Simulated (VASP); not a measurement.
Set up this calculation in VASP 6.6.1, as the native input.

| Item | Value |
| --- | --- |
| Task | relaxation of cell and atoms |
| Functional | PBE |
| Potentials or basis | VASP PAW PBE potentials, release 64 (P) |
| Cutoff | 600 eV |
| k mesh | 22 × 22 × 22 |
| Occupations | gaussian, width 0.1 eV |
| Spin | no spin polarisation |
| Dipole correction | no |
| Further INCAR settings | ALGO = Fast; EDIFF = 1e-07; IBRION = 2; EDIFFG = -0.01; NSW = 100; ISIF = 3 |

The structure of P lies in POSCAR:

```
P
1.0
    2.4436572973      0.0000000000      0.0000000000
    0.0000000000      2.4436572973      0.0000000000
    0.0000000000      0.0000000000      2.4436572973
P
1
Direct
    0.0000000000      0.0000000000      0.0000000000
```

The cell was built by a generator and needn't be a form met in nature.

The input as run:

INCAR

```
PREC     = Accurate       # precision mode
ENCUT    = 600            # plane-wave cutoff, eV
EDIFF    = 1E-7           # SCF threshold, eV
ISMEAR   = 0              # smearing method
SIGMA    = 0.1            # smearing width, eV
LREAL    = F              # projectors in reciprocal space
LASPH    = T              # aspherical terms in the spheres
NELM     = 100            # most SCF steps
ALGO     = Fast           # electronic algorithm
ISIF     = 3              # what is computed and relaxed
LWAVE    = F              # write WAVECAR
LCHARG   = F              # write CHGCAR
GGA      = PE             # functional
IBRION   = 2              # ionic algorithm
NSW      = 100            # ionic steps
EDIFFG   = -0.01          # ionic threshold
```

KPOINTS

```
Automatic mesh
0
Gamma
  22 22 22
```

Potentials or basis: VASP PAW PBE potentials, release 64 (P).

Launch:

```console
$ cat potpaw_PBE.64/P/POTCAR > POTCAR
$ mpirun -np 1 vasp_std > vasp.out
```

Results of the run:

- Relaxed volume: 14.57 Å³/atom
- Relaxed cell: a = 2.442 Å, b = 2.442 Å, c = 2.442 Å, α = 90.00°, β = 90.00°, γ = 90.00°
- Space group after relaxing (to 0.05 Å): Pm-3m (No. 221)
- Energy gained by relaxing: 0.0 meV/atom
- Ionic steps: 2
- Pressure after relaxing: 0.1 GPa
- Band gap on the k mesh: none (metal or under the smearing width)

Wall time 18 s on 1 thread of Intel(R) Xeon(R) Platinum 8488C (Sapphire Rapids) (shared host), peak memory 0.14 GiB.
